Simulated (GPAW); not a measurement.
The system is Te.

```xyz
1
Lattice="2.3059 1.3313 1.6910 -2.3059 1.3313 1.6910 0.0000 -2.6626 1.6910" Properties=species:S:1:pos:R:3 pbc="T T T"
Te    0.0000    0.0000    2.5364
```

This isn't the form of Te at room conditions, which is trigonal, of chains.

```yaml
Program: GPAW 26.7.0
Task: relaxation of cell and atoms
Functional: PBEsol
Potentials_or_basis: PAW data sets generated in the run's folder for this functional
Cutoff: 600 eV
Basis: pw
k_mesh: 7 × 7 × 7
Occupations: fermi-dirac, width 0.05 eV
Spin: no spin polarisation
```

At the start: pressure -0.9 GPa; volume 31.15 Å³/atom.

Q: How do energy, volume and symmetry change on relaxing?

A: Over 6 steps the energy falls by 2.8 meV/atom and the volume is 30.71 Å³/atom (-1.4 %); space group R-3m (No. 166, to 0.05 Å).

The path:
```
step  energy change (eV)  largest force (eV/Å)  pressure (GPa)  volume (Å³)
   1              0.0000                0.0000           -0.93        31.15
   2             -0.0013                0.0000           -0.48        30.91
   3             -0.0020                0.0000            0.10        30.62
   4             -0.0021                0.0000            0.12        30.61
   5             -0.0028                0.0000            0.12        30.68
   6             -0.0028                0.0000            0.03        30.71
```

Final structure:
```
Te
1.0
     2.27681    1.31452    1.71031
    -2.27681    1.31452    1.71031
     0.00000   -2.62904    1.71031
Te
1
Direct
  0.50000 0.50000 0.50000
```

Caveat: later steps reuse the first step's grids.
